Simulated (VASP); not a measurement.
# FePt: convergence, self-consistent run

FePt, P4mm (no. 99), 2 atoms in the cell. LDA; PAW potentials Pt, Fe (LDA set). VASP 6.6.1. The cell is changed on purpose: last atom moved by 0.08 Å along z, cell strained by +1.0% along z.

Wanted: energy within 2 meV/atom; site moments within 0.03 μB.

What the run is for: energy; Accuracy asked: standard.

POSCAR:
```
FePt
1.0
    2.7235000000      0.0000000000      0.0000000000
    0.0000000000      2.7235000000      0.0000000000
    0.0000000000      0.0000000000      3.7572000000
Pt Fe
1 1
Direct
    0.5000000000      0.5000000000      0.5000000000
    0.0000000000      0.0000000000      0.0215053800
```

The series start from Plane-wave cutoff (eV): 350; Smearing width (eV): 0.07; k-point mesh: 13 × 13 × 10; Precision mode (PREC): Accurate; Electronic threshold (eV): 1e-6; Bands in all (NBANDS): 22; Highest l that the mixer handles (LMAXMIX): 4; Electronic algorithm: ALGO=Normal; Density mixing: defaults; Support grid and gradient cutoff: ADDGRID=False GGA_COMPAT=False. Each series keeps the choices made before it, and each single choice may use up half of a tolerance.

## Plane-wave cutoff (eV)

| Plane-wave cutoff (eV) | Energy less reference (meV/atom) | Site moments, largest deviation (μB) | SCF iterations | Time (s) |
|---|---|---|---|---|
| 220 | 91.7 | 0.024 | 15 | 8.4 |
| 270 | -6.3 | 0.002 | 15 | 8.9 |
| 310 | -7.3 | 0.001 | 15 | 9.8 |
| 350 | -2.9 | 0.000 | 15 | 17 |
| 400 | -0.8 | 0.000 | 15 | 16 |
| 470 | -0.2 | 0.000 | 15 | 24 |
| 570 | -0.1 | 0.000 | 15 | 22 |
| 710 (reference) | 0.0 | 0.000 | 15 | 29 |

Chosen: 400, the loosest value from which every tighter one stays within half of the tolerance.

## Smearing width (eV)

| Smearing width (eV) | Energy less reference (meV/atom) | Site moments, largest deviation (μB) | SCF iterations | Time (s) |
|---|---|---|---|---|
| 0.3 | 2.3 | 0.015 | 15 | 21 |
| 0.2 | 0.6 | 0.001 | 15 | 23 |
| 0.15 | 0.3 | 0.002 | 15 | 22 |
| 0.1 | 0.1 | 0.001 | 15 | 20 |
| 0.07 | 0.0 | 0.001 | 15 | 16 |
| 0.04 (reference) | 0.0 | 0.000 | 15 | 19 |

Chosen: 0.2.

## k-point mesh

| k-point mesh | Energy less reference (meV/atom) | Site moments, largest deviation (μB) | SCF iterations | Time (s) |
|---|---|---|---|---|
| 4 × 4 × 3 | -23.4 | 0.061 | 15 | 4.0 |
| 6 × 6 × 4 | -12.4 | 0.028 | 15 | 5.2 |
| 7 × 7 × 5 | 9.2 | 0.030 | 15 | 6.2 |
| 9 × 9 × 6 | 0.8 | 0.020 | 15 | 8.8 |
| 11 × 11 × 8 | -2.9 | 0.008 | 15 | 13 |
| 13 × 13 × 10 | -2.0 | 0.006 | 15 | 23 |
| 16 × 16 × 12 | -0.7 | 0.003 | 15 | 35 |
| 19 × 19 × 14 (reference) | 0.0 | 0.000 | 15 | 44 |

Chosen: 16 × 16 × 12.

## Precision mode (PREC)

| Precision mode (PREC) | Energy less reference (meV/atom) | Site moments, largest deviation (μB) | SCF iterations | Time (s) |
|---|---|---|---|---|
| Low | 0.1 | 0.000 | 15 | 18 |
| SingleN | -1.8 | 0.000 | 15 | 21 |
| Normal | 0.0 | 0.000 | 15 | 18 |
| Accurate (reference) | 0.0 | 0.000 | 15 | 35 |

Chosen: Normal.

## Electronic threshold (eV)

| Electronic threshold (eV) | Energy less reference (meV/atom) | Site moments, largest deviation (μB) | SCF iterations | Time (s) |
|---|---|---|---|---|
| 0.001 | 0.0 | 0.002 | 12 | 14 |
| 0.0001 | 0.0 | 0.002 | 12 | 17 |
| 1e-5 | 0.0 | 0.000 | 15 | 18 |
| 1e-6 | 0.0 | 0.000 | 15 | 18 |
| 1e-7 | 0.0 | 0.000 | 16 | 22 |
| 1e-8 (reference) | 0.0 | 0.000 | 17 | 20 |

Chosen: 0.001.

## Bands in all (NBANDS)

| Bands in all (NBANDS) | Energy less reference (meV/atom) | Site moments, largest deviation (μB) | SCF iterations | Time (s) |
|---|---|---|---|---|
| 13 | 0.0 | 0.003 | 11 | 7.7 |
| 14 | 0.0 | 0.002 | 12 | 9.0 |
| 16 | 0.0 | 0.002 | 12 | 9.9 |
| 18 | 0.0 | 0.002 | 12 | 11 |
| 22 | 0.0 | 0.001 | 12 | 14 |
| 32 (reference) | 0.0 | 0.000 | 12 | 20 |

Chosen: 13.

## Highest l that the mixer handles (LMAXMIX)

| Highest l that the mixer handles (LMAXMIX) | Energy less reference (meV/atom) | Site moments, largest deviation (μB) | SCF iterations | Time (s) |
|---|---|---|---|---|
| 4 | 0.0 | 0.000 | 11 | 7.7 |
| 2 | 0.0 | 0.001 | 12 | 8.2 |
| 6 | 0.0 | 0.000 | 11 | 8.0 |

Chosen: 4; no other choice that stays within half of the tolerance saves 30 % of the time.

## Electronic algorithm

| Electronic algorithm | Energy less reference (meV/atom) | Site moments, largest deviation (μB) | SCF iterations | Time (s) |
|---|---|---|---|---|
| ALGO=Normal | 0.0 | 0.000 | 11 | 7.7 |
| ALGO=Fast | 0.0 | 0.006 | 11 | 6.9 |
| ALGO=VeryFast | 0.2 | 0.016 | 18 | 12 |
| ALGO=All ISEARCH=1 | 0.5 | 0.016 | 16 | 9.8 |
| ALGO=All ISEARCH=0 | 0.5 | 0.016 | 16 | 9.5 |
| ALGO=Damped TIME=0.4 | 0.1 | 0.002 | 22 | 12 |
| ALGO=Damped TIME=0.1 | 1.7 | 0.030 | 22 | 13 |

Chosen: ALGO=Normal.

## Density mixing

| Density mixing | Energy less reference (meV/atom) | Site moments, largest deviation (μB) | SCF iterations | Time (s) |
|---|---|---|---|---|
| defaults | 0.0 | 0.000 | 11 | 7.7 |
| AMIX=0.2 BMIX=0.0001 AMIX_MAG=0.8 BMIX_MAG=0.0001 | 0.0 | 0.001 | 12 | 9.7 |
| AMIX_MAG=0.8 | 0.0 | 0.001 | 11 | 10 |
| AMIX_MAG=0.4 BMIX_MAG=0.0001 | 0.1 | 0.003 | 12 | 11 |
| AMIX=0.1 AMIX_MAG=0.4 | 0.1 | 0.014 | 12 | 12 |
| MAXMIX=-10 | 0.0 | 0.000 | 11 | 8.9 |
| AMIX=0.4 AMIN=0.6 IMIX=2 | crashed | crashed | 31 | 57 |
| MIXPRE=2 | 0.0 | 0.001 | 12 | 8.2 |

Chosen: defaults.

VASP's message at the runs that stop: EDDAV: Call to ZHEGV failed. Returncode = 16 2 16.

## Support grid and gradient cutoff

| Support grid and gradient cutoff | Energy less reference (meV/atom) | Site moments, largest deviation (μB) | SCF iterations | Time (s) |
|---|---|---|---|---|
| ADDGRID=False GGA_COMPAT=False | 0.0 | 0.000 | 11 | 7.7 |
| ADDGRID=True GGA_COMPAT=False | 0.0 | 0.000 | 11 | 11 |
| ADDGRID=False GGA_COMPAT=True | 0.0 | 0.000 | 11 | 8.0 |

Chosen: ADDGRID=False GGA_COMPAT=False.

## All choices together

| Input | Energy less reference (meV/atom) | Site moments, largest deviation (μB) | Time (s) |
|---|---|---|---|
| the program's defaults (naive) | 46.4 | 0.127 | 1.1 |
| chosen settings | -1.1 | 0.005 | 7.7 |
| reference settings throughout | 0.0 | 0.000 | 118 |

The tolerance is met.

Values of the reference run: Site moments: 0.327, 2.789 μB.

## The input

INCAR:
```
SYSTEM = FePt
  GGA = CA
  ISPIN = 2
  MAGMOM = 0 3
  LORBIT = 11
  ISMEAR = 0
  SIGMA = 0.2
  LWAVE = .FALSE.
  LCHARG = .FALSE.
  ISIF = 2
  PREC = Normal
  LASPH = .TRUE.
  LREAL = .FALSE.
  ALGO = Normal
  EDIFF = 0.001
  NELM = 200
  GGA_COMPAT = .FALSE.
  ENCUT = 400
  LMAXMIX = 4
  KPAR = 4
  NBANDS = 13
  ADDGRID = .FALSE.
```

KPOINTS:
```
Automatic mesh
0
Gamma
  16 16 12
  0 0 0
```

Commands:
```
cat potpaw_LDA.64/Pt/POTCAR potpaw_LDA.64/Fe/POTCAR > POTCAR
mpirun -np 4 vasp_std > vasp.out
```

The chosen input took VASP 6.6.1 7.7 s on 4 cores (Intel Xeon 6975P-C (Granite Rapids)), a shared host.

## An input that fails: cutoff far too low

What the run shows: EDDAV: Call to ZHEGV failed. Returncode = 7 2 12.

Changes against the starting input:
```
- NELM = 200
- ENCUT = 350
+ NELM = 81
+ ENCUT = 90
```
